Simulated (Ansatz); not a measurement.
TiH: energy against volume and a worked fit

```cif
data_structure
_symmetry_space_group_name_H-M 'Fm-3m'
_symmetry_Int_Tables_number 225
_cell_length_a 4.1794
_cell_length_b 4.1794
_cell_length_c 4.1794
_cell_angle_alpha 90.000
_cell_angle_beta 90.000
_cell_angle_gamma 90.000
_cell_volume 73.00
loop_
_atom_site_label
_atom_site_type_symbol
_atom_site_symmetry_multiplicity
_atom_site_Wyckoff_symbol
_atom_site_fract_x
_atom_site_fract_y
_atom_site_fract_z
_atom_site_occupancy
Ti1 Ti 4 a 0.00000 0.00000 0.00000 1
H1 H 4 b 0.50000 0.00000 0.00000 1
```

The cell comes from a database or a generator and needn't be the stable form of this composition.

The cell was scaled at fixed shape and fractions and run with Ansatz, Ansatz PAW, cutoff 420 eV; LDA, k mesh 11 × 11 × 11 on the cell of 2 atoms, gaussian occupations of 0.05 eV, no spin polarisation, no spin-orbit coupling. The potentials were made for PBE. Energies are those that the program minimises, any entropy of the smearing included. For a metal such a mesh isn't converged to the digits shown.

| V (Å³/atom) | energy over the lowest row (meV/atom) |
| --- | --- |
| 8.5778 | 0.00 |
| 8.7603 | 0.73 |
| 8.9429 | 4.96 |
| 9.1254 | 12.32 |
| 9.3079 | ? |
| 9.4904 | 35.48 |
| 9.6729 | 50.74 |

Q: Fit the third-order Birch-Murnaghan form, give V0, B0 and B′, and predict the energy left open.

A: With y = (V0/V)^(2/3), E = E0 + (9 V0 B0/16) [(y - 1)³ B′ + (y - 1)² (6 - 4y)]. Least squares through the rows shown give V0 = 8.6320 Å³/atom, E0 = -0.17 meV, B0 = 154.4 GPa (1 eV/Å³ = 160.218 GPa) and B′ = 3.49, with a largest miss of 0.02 meV. At V = 9.3079 the form with these constants gives 22.60 meV; the run gave 22.58 meV an atom. Other set-ups at this level, from all their volumes (Å³/atom, GPa): Ansatz, all-electron LAPW, scalar-relativistic: V0 8.632, B0 154.1.
